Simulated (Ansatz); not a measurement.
MnO2:

```xyz
6
Lattice="2.8550 0.0000 0.0000 -1.4275 2.4725 0.0000 0.0000 0.0000 10.2217" Properties=species:S:1:pos:R:3 pbc="T T T"
Mn    0.0000    0.0000    5.1109
Mn    0.0000    0.0000    0.0000
O     1.4275    0.8242    4.1588
O     1.4275    0.8242    0.9521
O     0.0000    1.6483    6.0630
O     0.0000    1.6483    9.2697
```

Measurements of this composition are mostly on another form, of space group No. 136.

Base run:

```yaml
Program: Ansatz 0.2.0
Functional: HSE06
Potentials_or_basis: Ansatz PAW
Cutoff: 420 eV
Density_cutoff: 1680 eV
k_mesh: 8 × 8 × 2
Occupations: fermi-dirac, width 0.05 eV
Spin: collinear spin, ferromagnetic start
Starting_moments: "[4.0, 4.0, 0.0, 0.0, 0.0, 0.0] μB"
```

Its results: band gap on the k mesh 3.62 eV, indirect (least direct gap 3.67 eV); net moment 6.00 μB per cell; site moments Mn +2.69; O -0.03 μB; largest force 0.445 eV/Å.

Problem. After a change of settings the same cell gave: band gap on the k mesh 4.38 eV, indirect (least direct gap 4.43 eV); net moment 6.00 μB per cell; site moments Mn +2.69; O -0.03 μB; largest force 0.457 eV/Å. Which change was it?
A. functional from HSE06 to r2SCAN; cutoff from 420 eV to 500 eV; density cutoff from 1680 eV to 2000 eV; k mesh from 8 × 8 × 2 to 11 × 11 × 3
B. functional from HSE06 to LDA; k mesh from 8 × 8 × 2 to 11 × 11 × 3
C. functional from HSE06 to PBE0
D. functional from HSE06 to PBEsol; k mesh from 8 × 8 × 2 to 11 × 11 × 3

Solution. C.

Caveats: the magnetic or orbital state may not be the lowest; only a ferromagnetic start was run, and an antiferromagnetic order may lie lower in energy; the PAW data sets come from PBE, with cores solved anew for the run's functional, which leaves a small shift of forces and pressure.

Not every run made on this cell is shown here.
